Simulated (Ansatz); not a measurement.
# Calculation log, CuI (P4/nmm) (elastic constants by finite strains)

Level of theory: PBEsol, PAW on Ansatz 0.2.0's default frozen-core files (fitted under PBE), scalar-relativistic.

Cell and atoms were relaxed beforehand by PAW with this functional.

Command line:

```sh
ansatz run input.yaml --threads 2 --pin off --max-ram 5120MiB --backend cpu --events-out ev --progress --plain --runs-dir out
```

Input:

```yaml
crystal:
  lattice:
    - [4.00562762682, 0.0, 0.0]
    - [0.0, 4.00562762682, 0.0]
    - [0.0, 0.0, 6.4736389014]
  atoms:
    - { symbol: Cu, position: [0.0, 0.0, 0.0] }
    - { symbol: Cu, position: [0.5, 0.5, 0.0] }
    - { symbol: I, position: [0.0, 0.5, 0.261462067726] }
    - { symbol: I, position: [0.5, 0.0, 0.738537932274] }
kpoints:
  mp_grid: { grid: [6, 6, 4] }
scf:
  occupations: { method: fixed }
hamiltonian:
  xc: pbesol
  pseudopotentials: { kind: paw }
elastic:
  mode: relaxed_ion
  stencil: two_point
  amplitude: 0.005
```

Output:

```
Warning: RAYON_NUM_THREADS=2 ignored (pool sized by the plan → 2); use --threads N
Engine: ansatz 0.2.0, aarch64-unknown-linux-gnu
Pseudopotentials: kind: paw
Pseudopotential: Cu, paw, valence charge 19, recommended cutoff 420 eV (normal), Cu.paw.azcp
Pseudopotential: I, paw, valence charge 17, recommended cutoff 420 eV (normal), I.paw.azcp
Functional definition: PBEsol
  exchange = pbesol_x
  correlation = pbesol_c
Crystal: 4 atoms, lattice volume = 103.870 Å³
Basis set: ecut = 420 eV, 2061 PW (Γ), exchange–correlation on 54×54×90 points (8 copies of the dense FFT grid, shifted against one another)
Bands: 44, of which v1, the nominal top of the filled ones, is band 36 counted from 1 (35 counted from 0)
Symmetry: 16 space group operations
Space group: P4/nmm (ITA 129), of the structure as read, at distance tolerance 4.7e-5 Å
k-points: 30 of 144
Non-local potential: Cu, projectors of the file, l = 0: 3, l = 1: 2, l = 2: 3, l = 3: 1
Non-local potential: I, projectors of the file, l = 0: 2, l = 1: 2, l = 2: 2, l = 3: 2
PAW form: soft (Blöchl's): semilocal exchange-correlation on the pseudo side does not see the compensation charge
PAW frozen core: Cu, regenerated for the run's functional, and the local potential with it (the file was generated under x = pbe(κ = 0.804, μ = 0.2195149727645171), c = pbe(β = 0.06672455060314922))
PAW frozen core: I, regenerated for the run's functional, and the local potential with it (the file was generated under x = pbe(κ = 0.804, μ = 0.2195149727645171), c = pbe(β = 0.06672455060314922))
PAW one-centre angular grid: Cu, 590 points (default); XC on 64 Gauss nodes
PAW one-centre angular grid: I, 590 points (default); XC on 64 Gauss nodes
Initial density: superposition of atomic densities (neutral atoms: chi_scale 0, normalization atom), corrected by the library's trained network
Initial wavefunctions: pseudopotential atomic-orbital guess
Functional: x = pbesol(κ = 0.804, μ = 0.12345679012345678), c = pbesol(β = 0.046)
SCF iter   1: F=—  HF=-28042.600357 eV  |F-HF|=—  |Δ(HF+E_count)|=         —  Δρ=1.05e-2  dr2=7.00e-2  ethr=1.77e-3  ⟨swp⟩=5.0  Hψ=4530  notcnv=0  defer=162
preconditioner: auto → Resta (q_TF=auto, 2.567 Å⁻¹)  ε∞=6.6  [insulator: Δε(μ)=1.443 eV  Ē_g=9.211 eV  n_scr=36 (ndim 8)  ℏωp=21.9 eV  f_vac=0.182  ε∞_Penn≈6.6]
SCF iter   2: F=—  HF=-28042.597676 eV  |F-HF|=—  |Δ(HF+E_count)|=   2.68e-3  Δρ=7.46e-3  dr2=3.44e-2  ethr=9.72e-5  ⟨swp⟩=2.1  Hψ=2714  notcnv=0  defer=171
SCF iter   3: F=—  HF=-28042.586059 eV  |F-HF|=—  |Δ(HF+E_count)|=   1.16e-2  Δρ=1.70e-3  dr2=2.55e-3  ethr=4.78e-5  ⟨swp⟩=2.0  Hψ=2239  notcnv=0  defer=177
SCF iter   4: F=—  HF=-28042.585846 eV  |F-HF|=—  |Δ(HF+E_count)|=   2.13e-4  Δρ=4.08e-4  dr2=1.67e-4  ethr=3.54e-6  ⟨swp⟩=2.0  Hψ=1826  notcnv=0  defer=180
SCF iter   5: F=—  HF=-28042.585917 eV  |F-HF|=—  |Δ(HF+E_count)|=   7.14e-5  Δρ=1.60e-4  dr2=4.23e-5  ethr=2.32e-7  ⟨swp⟩=2.4  Hψ=2041  notcnv=0  defer=174
SCF iter   6: F=—  HF=-28042.585946 eV  |F-HF|=—  |Δ(HF+E_count)|=   2.86e-5  Δρ=5.58e-5  dr2=3.19e-6  ethr=5.87e-8  ⟨swp⟩=2.1  Hψ=1903  notcnv=0  defer=169
[... 142 lines left out ...]
  atom   2  Cu     0.00000000     0.00000000    -0.00000000
  atom   3  I     -0.00000000     0.00000000    -0.00003039
  atom   4  I     -0.00000000     0.00000000     0.00003039
  max |Σ_I F_I| component: 6.94e-17 eV/Å
--- Stress (GPa, compression-positive) ---
        0.015125       0.000000       0.000000
        0.000000       0.015125       0.000000
        0.000000       0.000000      -0.005133
  P = ⅓ Tr σ = 0.0084 GPa (0.084 kbar)
--- Elastic constants: 4 strain directions × 2 members + reference (group order 16) ---
  dense FFT box of the reference and of every strained cell: 27×27×45
  strains applied: 11, 33, 23, 12; error gains: componentwise 1.00 (the most a stress slope's error grows in a printed constant), spectral 1.41 (1 for all six strains in a standard setting)
  reference relaxed by the batch: 2 steps; max|allowed force component| 1.15e-4 eV/Å at the deck's positions, 3.04e-5 at the last accepted step, 3.04e-5 by the solve of record
  largest displacement 1.8e-5 Å; the constants are those of the deck's cell at these positions:
  atoms:
    - { symbol: Cu, position: [0.0, 0.0, 0.0] }
    - { symbol: Cu, position: [0.5, 0.5, 0.0] }
    - { symbol: I, position: [0.0, 0.5, 0.2614648869760867] }
    - { symbol: I, position: [0.5, 0.0, 0.7385351130239132] }
  C = ∂σ_k/∂η_j (tension-positive GPa; Voigt order 11 22 33 23 13 12):
        58.547     -0.455      6.472      0.000      0.000     -0.000
        -0.455     58.547      6.472      0.000      0.000     -0.000
         6.413      6.413     11.717      0.000      0.000     -0.000
         0.000      0.000      0.000      2.097      0.000      0.000
         0.000      0.000      0.000      0.000      2.097      0.000
         0.000     -0.000     -0.000      0.000      0.000     -1.717
  reference stress σ⁰ (GPa):     -0.015     -0.015      0.005     -0.000     -0.000     -0.000
  C* (energy form; C + prestress term) asymmetry max|C*_kj − C*_jk| = 3.949e-2 GPa — a small one proves nothing (zero by symmetry where the batch's group is 432, −43m or m−3m); a large one is finite-difference/SCF noise where ...
  moduli (Voigt/Reuss/Hill, GPa): K = 17.07/10.72/13.90   G = 8.25/8.67/8.46   E = 21.11   ν = 0.247
  mechanically stable: NO (min eigenvalue of sym C = -1.72 GPa)
  the cell is mechanically unstable, and its weakest contacts join parallel layers: if it is meant as a slab among its images, read the layer's verdict in place of the crystal's
  the layer in its plane, per area (N/m: the tensor there times 6.4736 Å, the cell's volume per area; the error gains are the tensor's), 1 along (1.000, 0.000, 0.000), 2 along (0.000, 1.000, 0.000):
    C11 = 37.90   C22 = 37.90   C12 = -0.29   C66 = -1.11   C16 = -0.00   C26 = -0.00
  moduli of the layer (Voigt/Reuss/Hill, N/m): K = 18.80/18.80/18.80   G = 8.99/-2.36/3.32   E = 11.28   ν = 0.700
  mechanically stable in its plane: NO (min eigenvalue of those constants = -1.11 N/m; a buckling out of the plane is not judged)
  the stresses are not corrected for the forces that the relaxations left standing (`elastic.f_tol`)
  strain η (Voigt 11):  stress-route row diagonal C_11 = 58.55 GPa, energy-path curvature d²(F+E_count+ΔE)/dδ²/Ω₀ = 58.48 GPa
         δ    σ_11 (GPa)             F (eV)   n_scf  n_hpsi   n_pw
    -5.000e-3      -0.3117      -28042.5854267       5   24577   2053   relax 6 steps, max|allowed force component| 1.31e-8 eV/Å
     5.000e-3       0.2738      -28042.5855211       5   24451   2072   relax 3 steps, max|allowed force component| 1.54e-5 eV/Å
  strain η (Voigt 33):  stress-route row diagonal C_33 = 11.72 GPa, energy-path curvature d²(F+E_count+ΔE)/dδ²/Ω₀ = 11.53 GPa
         δ    σ_33 (GPa)             F (eV)   n_scf  n_hpsi   n_pw
    -5.000e-3      -0.0571      -28042.5858453       5   15084   2045   relax 3 steps, max|allowed force component| 7.17e-6 eV/Å
     5.000e-3       0.0601      -28042.5858364       5   16727   2061   relax 3 steps, max|allowed force component| 1.06e-5 eV/Å
  strain η (Voigt 23):  stress-route row diagonal C_44 = 2.10 GPa, energy-path curvature d²(F+E_count+ΔE)/dδ²/Ω₀ = 1.77 GPa
         δ    σ_23 (GPa)             F (eV)   n_scf  n_hpsi   n_pw
    -5.000e-3      -0.0105      -28042.5859213       5   28710   2053   relax 11 steps, max|allowed force component| 2.61e-5 eV/Å
     5.000e-3       0.0104      -28042.5859213       5   29006   2053   relax 5 steps, max|allowed force component| 4.02e-5 eV/Å
  strain η (Voigt 12):  stress-route row diagonal C_66 = -1.72 GPa, energy-path curvature d²(F+E_count+ΔE)/dδ²/Ω₀ = -1.73 GPa
         δ    σ_12 (GPa)             F (eV)   n_scf  n_hpsi   n_pw
    -5.000e-3       0.0086      -28042.5859603       5   19955   2056   relax 2 steps, max|allowed force component| 4.64e-8 eV/Å
     5.000e-3      -0.0086      -28042.5859603       5   19911   2056   relax 2 steps, max|allowed force component| 3.13e-5 eV/Å
```

Self-consistency was reached.

Strained cells:

Elastic constants of a crystal by Kohn-Sham DFT: slopes of the stress over finite engineering strains of the given cell, Voigt indices, Cartesian axes as in the input; stress of each strained cell less that at rest, tension positive.

```tsv
strain component	strain	stress xx (GPa)	stress yy (GPa)	stress zz (GPa)	stress yz (GPa)	stress xz (GPa)	stress xy (GPa)	relaxation steps
xx	-0.005	-0.2966	0.0009	-0.0332	0	0	0	6
xx	0.005	0.2889	-0.0036	0.0309	0	0	0	3
zz	-0.005	-0.0345	-0.0345	-0.0622	0	0	0	3
zz	0.005	0.0303	0.0303	0.055	0	0	0	3
yz	-0.005	-0.0088	-0.0144	-0.0002	-0.0106	0	0	11
yz	0.005	-0.0089	-0.0143	-0.0001	0.0104	0	0	5
xy	-0.005	-0.0008	-0.0008	-0.0005	0	0	0.0086	2
xy	0.005	-0.0009	-0.0009	-0.0007	0	0	-0.0086	2
```

**Elastic constants**

```json
{
  "Pressure at rest": "0.008 GPa",
  "Least elastic eigenvalue": "-1.72 GPa",
  "Elastically stable": "no"
}
```

| index | elastic (GPa) |
| --- | --- |
| 11 | 58.55 |
| 12 | -0.46 |
| 13 | 6.44 |
| 33 | 11.72 |
| 44 | 2.1 |
| 66 | -1.72 |

Known limits: frozen-core PAW files fitted under PBE, their cores solved anew for the functional of the run; no dispersion correction, so the spacing and stiffness between layers or molecules are poor.

Cost: 4.3 min on 2 threads of Arm Neoverse V2, on a shared host, peak memory 0.54 GiB.
